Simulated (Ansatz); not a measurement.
# Lu: the crystal squeezed far

Aim: compress Lu (simple hexagonal type) step by step, far beyond the usual range, and follow pressure and electronic structure. The runs shown use PAW.

Program: Ansatz 0.2.0. Level of theory: DFT PBE, with the methods named in each step. These are calculated values, not measurements.

## (1) Starting point

Symmetry: P6/mmm, No. 191, hexagonal system. Conventional cell: a = 3.340 Å, b = 3.340 Å, c = 3.140 Å, α = 90.00°, β = 90.00°, γ = 120.00°. Lu (site symmetry 6/mmm) has 8 Lu at 3.14 to 3.34 Å in its first shell of neighbours.

Structure file:

```
CELL_PARAMETERS angstrom
3.34022 0.00000 0.00000
-1.67011 2.89272 0.00000
0.00000 0.00000 3.13981
ATOMIC_POSITIONS crystal
Lu 0.00000 0.00000 0.00000
```

Whether this phase is the stable one at these pressures isn't tested.

## (2) Cell relaxed at zero pressure, PAW

The input, input.yaml:

```yaml
crystal:
  lattice:
    - [3.3402224483, 0.0, 0.0]
    - [-1.6701112242, 2.8927174945, 0.0]
    - [0.0, 0.0, 3.1398091014]
  atoms:
    - { symbol: Lu, position: [0.0, 0.0, 0.0] }
kpoints:
  mp_grid: { grid: [13, 13, 12] }
scf:
  occupations: { method: fermi_dirac, width: 0.08 }
hamiltonian:
  xc: pbe
  pseudopotentials: { kind: paw }
output:
  forces: true
  stress: true
relax:
  f_tol: 0.005
  max_steps: 40
  cell: {}
```

Started as:

```console
$ ansatz run input.yaml --threads 1 --pin off --max-ram 2048MiB --backend cpu --events-out ev --progress --plain --runs-dir out
```

The runs that follow: Volume scaled by 1, PAW; Shape and atoms relaxed at 0.95 of the volume, PAW; Volume scaled by 0.95, PAW; Shape and atoms relaxed at 0.85 of the volume, PAW; Volume scaled by 0.85, PAW; Shape and atoms relaxed at 0.75 of the volume, PAW; Volume scaled by 0.75, PAW; Shape and atoms relaxed at 0.65 of the volume, PAW; Volume scaled by 0.65, PAW; Shape and atoms relaxed at 0.55 of the volume, PAW; Volume scaled by 0.55, PAW; Shape and atoms relaxed at 0.45 of the volume, PAW; Volume scaled by 0.45, PAW; Shape and atoms relaxed at 0.4 of the volume, PAW; Volume scaled by 0.4, PAW; Volume scaled by 0.4, PAW (core large).

**Question.** What will these runs give? Wanted: PAW pressure at 0.4 of the volume; PAW; fitted bulk modulus at zero pressure.

The runs gave:

| quantity | value |
| --- | --- |
| PAW pressure at 0.4 of the volume | 177.4 GPa |
| PAW (core large) pressure at 0.4 of the volume | 177.4 GPa |
| fitted bulk modulus at zero pressure (PAW) | 27.8 GPa |
| its pressure derivative | 4.07 |

In words: By PAW the pressure climbs to 177 GPa at 0.4 of the first volume. A third-order Birch-Murnaghan curve fits the range only roughly (B₀ = 27.8 GPa, B′ = 4.07, misfit at most 1.53 GPa). A fit over so wide a range leans to the high pressures, so B₀ can be off by several per cent. No all-electron run checks these rows here, and frozen cores can fail under such compression. The ions are at rest, and the electrons smeared by 0.08 eV. Spin-orbit coupling is left out, though the cell holds Lu; in elements this heavy it can shift bands and gaps by tenths of an eV.
